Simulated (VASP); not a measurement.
A run of VASP 6.6.1 is set up as follows.

Contents of INCAR:

```
SYSTEM = Sb
PREC     = Accurate       ! precision mode
ENCUT    = 520            ! plane-wave cutoff, eV
EDIFF    = 1E-8           ! SCF threshold, eV
ISMEAR   = 0              ! smearing method
SIGMA    = 0.02           ! smearing width, eV
LREAL    = .False.        ! projectors in reciprocal space
LASPH    = .True.         ! aspherical terms in the spheres
NELM     = 60             ! most SCF steps
ALGO     = Fast           ! electronic algorithm
ISIF     = 2              ! what is computed and relaxed
LWAVE    = .False.        ! write WAVECAR
LCHARG   = .False.        ! write CHGCAR
GGA      = PE             ! functional
IVDW     = 12             ! dispersion correction
IBRION   = 6              ! ionic algorithm
NFREE    = 2            
POTIM    = 0.015          ! step
NSW      = 1              ! ionic steps
```

Contents of KPOINTS:

```
regular mesh
0
Gamma
  6 6 6
  0 0 0
```

File POSCAR:

```
Sb                                      
1.0
    2.0992717004      1.2120150815      3.5165466147
   -2.0992717004      1.2120150815      3.5165466147
    0.0000000000     -2.4240301631      3.5165466147
  Sb            
     2
Direct
     0.2403702347496406    0.2403702347496406    0.2403702347496406
     0.7596297652503594    0.7596297652503594    0.7596297652503594
```

Potentials or basis: VASP PAW PBE potentials, release 64 (Sb).

Command:

```sh
$ cat potpaw_PBE.64/Sb/POTCAR > POTCAR
$ mpirun -np 1 vasp_std > vasp.out
```

Question: Predict the dispersion energy per atom.

Answer: -0.533 eV.

Question: Estimate the highest phonon frequency at Γ.

Answer: 152 cm⁻¹.

Phonon frequencies in cm⁻¹ (negative: imaginary):
```csv
q point,frequencies
"(0.000, 0.000, 0.000)",0 0 0 104 104 152
```

 The run has no spin-orbit coupling, so splittings on Sb are missing.
